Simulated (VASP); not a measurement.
# Nb4C3 (Pm-3m) in VASP: single point with PBEsol

Aim: the single point of Nb4C3 with PBEsol.

Everything below comes from runs of VASP 6.6.1. Logs are shortened: lines on timing, memory, paths and dates and some standing lists are left out, and cuts for length are marked.

**1. Starting point**

Symmetry: Pm-3m, No. 221, cubic system. The conventional cell has a = 4.471 Å, b = 4.471 Å, c = 4.471 Å, α = 90.00°, β = 90.00°, γ = 90.00°. Nb (site symmetry 4/mmm) has 4 C at 2.24 Å as nearest neighbours. Around Nb (site symmetry m-3m) lie 6 C at 2.24 Å. C (site symmetry 4/mmm) is surrounded by 6 Nb at 2.24 Å.

The cell comes from a database or a generator and needn't be the stable form of this composition.

**2. Single point, PBEsol**

Input file INCAR:

```
SYSTEM = Nb4C3
PREC     = Accurate       ! precision mode
ENCUT    = 520            ! plane-wave cutoff, eV
EDIFF    = 1E-7           ! SCF threshold, eV
ISMEAR   = 1              ! smearing method
SIGMA    = 0.1            ! smearing width, eV
LREAL    = .FALSE.        ! projectors in reciprocal space
LASPH    = .TRUE.         ! aspherical terms in the spheres
NELM     = 100            ! most SCF steps
ALGO     = Normal         ! electronic algorithm
ISIF     = 2              ! what is computed and relaxed
LWAVE    = .FALSE.        ! write WAVECAR
LCHARG   = .TRUE.         ! write CHGCAR
GGA      = PS             ! functional
LELF     = .TRUE.         ! ELF
LVHAR    = .TRUE.       
NBANDS   = 41             ! bands
```

Input file KPOINTS:

```
Automatic mesh
0
G
  5 5 5
  0 0 0
```

Input file POSCAR:

```
Nb4C3
1.0
    4.4707660000      0.0000000000      0.0000000000
    0.0000000000      4.4707660000      0.0000000000
    0.0000000000      0.0000000000      4.4707660000
Nb C
4 3
Direct
    0.0000000000      0.5000000000      0.0000000000
    0.0000000000      0.0000000000      0.5000000000
    0.5000000000      0.0000000000      0.0000000000
    0.5000000000      0.5000000000      0.5000000000
    0.5000000000      0.0000000000      0.5000000000
    0.5000000000      0.5000000000      0.0000000000
    0.0000000000      0.5000000000      0.5000000000
```

Potentials or basis: VASP PAW PBE potentials, release 64 (Nb_sv, C).

Run with:

```console
cat potpaw_PBE.64/Nb_sv/POTCAR potpaw_PBE.64/C/POTCAR > POTCAR
mpirun -np 1 vasp_std > vasp.out
```

OUTCAR:

```text
SYSTEM = Nb4C3
   PREC = Accurate
   ENCUT = 520
   EDIFF = 1E-7
   ISMEAR = 1
   LREAL = .FALSE.
   LASPH = .TRUE.
   NELM = 100
   ISIF = 2
   GGA = PS

 ion  position               nearest neighbor table
   1  0.000  0.500  0.000-   6 2.24   7 2.24   7 2.24   6 2.24
   2  0.000  0.000  0.500-   5 2.24   7 2.24   7 2.24   5 2.24
   3  0.500  0.000  0.000-   5 2.24   6 2.24   5 2.24   6 2.24
   4  0.500  0.500  0.500-   5 2.24   6 2.24   7 2.24   6 2.24   5 2.24   7 2.24
   5  0.500  0.000  0.500-   2 2.24   3 2.24   4 2.24   3 2.24   4 2.24   2 2.24
   6  0.500  0.500  0.000-   1 2.24   3 2.24   4 2.24   4 2.24   3 2.24   1 2.24
   7  0.000  0.500  0.500-   1 2.24   2 2.24   4 2.24   1 2.24   2 2.24   4 2.24

  LATTYP: Found a simple cubic cell.
 ALAT       =     4.4707660000

  Lattice vectors:

 A1 = (   4.4707660000,   0.0000000000,   0.0000000000)
 A2 = (   0.0000000000,   4.4707660000,   0.0000000000)
 A3 = (   0.0000000000,   0.0000000000,   4.4707660000)

Analysis of symmetry for initial positions (statically):
=====================================================================
 Subroutine PRICEL returns:
 Original cell was already a primitive cell.

 Routine SETGRP: Setting up the symmetry group for a
 simple cubic supercell.

 Subroutine GETGRP returns: Found 48 space group operations
 (whereof 48 operations were pure point group operations)
 out of a pool of 48 trial point group operations.

The static configuration has the point symmetry O_h .

Analysis of symmetry for dynamics (positions and initial velocities):
=====================================================================
 Subroutine PRICEL returns:
 Original cell was already a primitive cell.

 Routine SETGRP: Setting up the symmetry group for a
 simple cubic supercell.

 Subroutine GETGRP returns: Found 48 space group operations
 (whereof 48 operations were pure point group operations)
 out of a pool of 48 trial point group operations.

The dynamic configuration has the point symmetry O_h .

 Subroutine INISYM returns: Found 48 space group operations
 (whereof 48 operations are pure point group operations),
 and found     1 'primitive' translations

----------------------------------------------------------------------------------------

                                     Primitive cell

  volume of cell :      89.3605

  direct lattice vectors                    reciprocal lattice vectors
     4.470766000  0.000000000  0.000000000     0.223675316  0.000000000  0.000000000
     0.000000000  4.470766000  0.000000000     0.000000000  0.223675316  0.000000000
     0.000000000  0.000000000  4.470766000     0.000000000  0.000000000  0.223675316

  length of vectors
     4.470766000  4.470766000  4.470766000     0.223675316  0.223675316  0.223675316

  position of ions in fractional coordinates (direct lattice)
     0.000000000  0.500000000  0.000000000
     0.000000000  0.000000000  0.500000000
     0.500000000  0.000000000  0.000000000
     0.500000000  0.500000000  0.500000000
     0.500000000  0.000000000  0.500000000
     0.500000000  0.500000000  0.000000000
     0.000000000  0.500000000  0.500000000

  ion indices of the primitive-cell ions
   primitive index   ion index
                 1           1
                 2           2
                 3           3
                 4           4
                 5           5
                 6           6
                 7           7

----------------------------------------------------------------------------------------

 KPOINTS: Automatic mesh

Automatic generation of k-mesh.
 Grid dimensions read from file:
 generate k-points for:    5    5    5

 Generating k-lattice:

  Cartesian coordinates                     Fractional coordinates (reciprocal lattice)
     0.044735063  0.000000000  0.000000000     0.200000000  0.000000000  0.000000000
     0.000000000  0.044735063  0.000000000     0.000000000  0.200000000  0.000000000
     0.000000000  0.000000000  0.044735063     0.000000000  0.000000000  0.200000000

  Length of vectors
     0.044735063  0.044735063  0.044735063

  Shift w.r.t. Gamma in fractional coordinates (k-lattice)
     0.000000000  0.000000000  0.000000000

 Subroutine IBZKPT returns following result:
 ===========================================

 Found     10 irreducible k-points:

 Following reciprocal coordinates:
            Coordinates               Weight
  0.000000  0.000000  0.000000      1.000000
  0.200000  0.000000  0.000000      6.000000
  0.400000  0.000000  0.000000      6.000000
  0.200000  0.200000  0.000000     12.000000
  0.400000  0.200000  0.000000     24.000000
  0.400000  0.400000  0.000000     12.000000
  0.200000  0.200000  0.200000      8.000000
  0.400000  0.200000  0.200000     24.000000
  0.400000  0.400000  0.200000     24.000000
  0.400000  0.400000  0.400000      8.000000
   k-points           NKPTS =     10   k-points in BZ     NKDIM =     10   number of bands    NBANDS=     41
   number of dos      NEDOS =    301   number of ions     NIONS =      7
   total plane-waves  NPLWV =  46656
   dimension x,y,z NGX =    36 NGY =   36 NGZ =   36
   dimension x,y,z NGXF=    72 NGYF=   72 NGZF=   72
   ions per type =               4   3
   NGX,Y,Z   is equivalent  to a cutoff of  13.39, 13.39, 13.39 a.u.
   NGXF,Y,Z  is equivalent  to a cutoff of  26.77, 26.77, 26.77 a.u.
 SYSTEM =  Nb4C3
   PREC   = accura    normal or accurate (medium, high low for compatibility)
   ISTART =      0    job   : 0-new  1-cont  2-samecut
   ICHARG =      2    charge: 1-file 2-atom 10-const
   ISPIN  =      1    spin polarized calculation?
   LNONCOLLINEAR =      F non collinear calculations
   LSORBIT =      F    spin-orbit coupling
   LASPH  =      T    aspherical Exc in radial PAW
   ENCUT  =  520.0 eV  38.22 Ry    6.18 a.u.   8.31  8.31  8.31*2*pi/ulx,y,z
   NELM   =    100;   NELMIN=  2; NELMDL= -5     # of ELM steps
   EDIFF  = 0.1E-06   stopping-criterion for ELM
   LREAL  =      F    real-space projection
   EDIFFG = 0.1E-05   stopping-criterion for IOM
   NSW    =      0    number of steps for IOM
   IBRION =     -1    ionic relax: 0-MD 1-quasi-New 2-CG
   NFREE  =      0    steps in history (QN), initial steepest desc. (CG)
   ISIF   =      2    stress and relaxation
   ISYM   =      2    0-nonsym 1-usesym 2-fastsym
   POTIM  = 0.5000    time-step for ionic-motion
   TEBEG  =    0.0;   TEEND  =   0.0 temperature during run
   PSTRESS=    0.0 pullay stress
   NELECT =      64.0000    total number of electrons
   NUPDOWN=      -1.0000    fix difference up-down
   EMIN   =  10.00;   EMAX   =-10.00  energy-range for DOS
   EFERMI =   0.00;   METHOD = LEGACY
   ISMEAR =     1;   SIGMA  =   0.10  broadening in eV -4-tet -1-fermi 0-gaus
   EFERMI_NEDOS =   21; number of points for ismear=-14 and -15
   IALGO  =     38    algorithm
   IMIX   =      4    mixing-type and parameters
     AMIX     =   0.40;   BMIX     =  1.00
     AMIX_MAG =   1.60;   BMIX_MAG =  1.00
  volume/ion in A,a.u.               =      12.77        86.15
  Fermi-wavevector in a.u.,A,eV,Ry     =   1.464714  2.767908 29.189770  2.145388
  Thomas-Fermi vector in A             =   2.580657
   LORBIT       =      0    0 simple, 1 ext, 2 COOP (PROOUT), +10 PAW based schemes
   GGA     = PS    functional components
   LHFCALC =     F    Hartree Fock is set to
   AEXX    =    0.0000 exact exchange contribution
   IVDW    =     0    specifies the selected vdW correction
   LEPSILON=     F    determine dielectric tensor
   LRPA    =     F    only Hartree local field effects (RPA)
 non-spin polarized calculation
 Methfessel and Paxton  Order N= 1 SIGMA  =   0.10
  energy-cutoff  :      520.00
  volume of cell :       89.36
 maximum number of plane-waves:      2469
 NGX is ok and might be reduce to    36
   NGX = 17   NGY = 17   NGZ = 17

 number of electron      64.0000013 magnetization

 Free energy of the ion-electron system (eV)
  ---------------------------------------------------
  ext. energy  EPLUGINS =         0.00000000
  ---------------------------------------------------
  free energy    TOTEN  =       -76.11987592 eV

  energy without entropy =      -76.11877416  energy(sigma->0) =      -76.11950867

 E-fermi :  11.1052     XC(G=0): -12.8065

 val. band max:       11.0768737956   @ k =   0.4000   0.4000   0.0000
 cond. band min:      11.1602428265   @ k =   0.4000   0.4000   0.4000
 fundamental gap:      0.0833690310
 Fermi energy:        11.1052160348

 k-point     1 :       0.0000    0.0000    0.0000
  band No.  band energies     occupation
      1     -44.2889      2.00000
      2     -43.7481      2.00000
      3     -43.6545      2.00000
      4     -43.6545      2.00000
      5     -20.5724      2.00000
      6     -20.5724      2.00000
[... 33 lines left out ...]
     40      14.1022      0.00000
     41      14.7973      0.00000

 k-point     2 :       0.2000    0.0000    0.0000
  band No.  band energies     occupation
      1     -44.2872      2.00000
      2     -43.7416      2.00000
      3     -43.6629      2.00000
      4     -43.6544      2.00000
      5     -20.5487      2.00000
      6     -20.5487      2.00000
[... 33 lines left out ...]
     40      14.6519      0.00000
     41      14.6812      0.00000

 k-point     3 :       0.4000    0.0000    0.0000
  band No.  band energies     occupation
      1     -44.2845      2.00000
      2     -43.7262      2.00000
      3     -43.6813      2.00000
      4     -43.6543      2.00000
      5     -20.5054      2.00000
      6     -20.5054      2.00000
[... 259 lines left out ...]
      2     -43.7014      2.00000
      3     -43.6848      2.00000
      4     -43.6775      2.00000
      5     -20.6021      2.00000
      6     -20.5999      2.00000
[... 33 lines left out ...]
     40      14.1422      0.00000
     41      14.6762      0.00000

 k-point    10 :       0.4000    0.4000    0.4000
  band No.  band energies     occupation
      1     -44.2816      2.00000
      2     -43.6943      2.00000
      3     -43.6846      2.00000
      4     -43.6846      2.00000
      5     -20.6683      2.00000
      6     -20.6683      2.00000
[... 33 lines left out ...]
     40      14.1764      0.00000
     41      14.9249      0.00000

------------------------ aborting loop because EDIFF is reached ----------------------------------------

  FORCE on cell =-STRESS in cart. coord.  units (eV):
  Direction    XX          YY          ZZ          XY          YZ          ZX
  --------------------------------------------------------------------------------------
  -------------------------------------------------------------------------------------
  Total       -5.8673626     -5.8673626     -5.8673626     -0.0000000     -0.0000000      0.0000000
  in kB     -105.1980499   -105.1980499   -105.1980499     -0.0000000     -0.0000000      0.0000000
  external PRESSURE =    -105.1980499 kB  Pullay stress =       0.0000000 kB

 VOLUME and BASIS-vectors are now :
 -----------------------------------------------------------------------------
  energy-cutoff  :      520.00
  volume of cell :       89.36
      direct lattice vectors                 reciprocal lattice vectors
     4.470766000  0.000000000  0.000000000     0.223675316  0.000000000  0.000000000
     0.000000000  4.470766000  0.000000000     0.000000000  0.223675316  0.000000000
     0.000000000  0.000000000  4.470766000     0.000000000  0.000000000  0.223675316

 POSITION                                       TOTAL-FORCE (eV/Angst)
 -----------------------------------------------------------------------------------
      0.00000      2.23538      0.00000         0.000000      0.000000      0.000000
      0.00000      0.00000      2.23538         0.000000      0.000000      0.000000
      2.23538      0.00000      0.00000         0.000000      0.000000      0.000000
      2.23538      2.23538      2.23538         0.000000      0.000000      0.000000
      2.23538      0.00000      2.23538         0.000000      0.000000      0.000000
      2.23538      2.23538      0.00000         0.000000      0.000000      0.000000
      0.00000      2.23538      2.23538         0.000000      0.000000      0.000000
 -----------------------------------------------------------------------------------
    total drift:                                0.000000      0.000000     -0.000000

  FREE ENERGIE OF THE ION-ELECTRON SYSTEM (eV)
  ---------------------------------------------------
  free  energy   TOTEN  =       -76.1198759187 eV

  energy  without entropy=      -76.1187741597  energy(sigma->0) =      -76.11950867
```

It took 32 s on 1 thread of AMD EPYC 9R45 (Zen 5), shared host; peak memory 0.18 GiB.

What came out:

| Property | Result |
| --- | --- |
| Free energy | -76.1199 eV |
| Pressure | -10.5 GPa |
| Band gap on the k mesh | none (metal or under the smearing width) |

Caveat: the PAW data sets were made with another functional, which shifts forces and pressure a little.
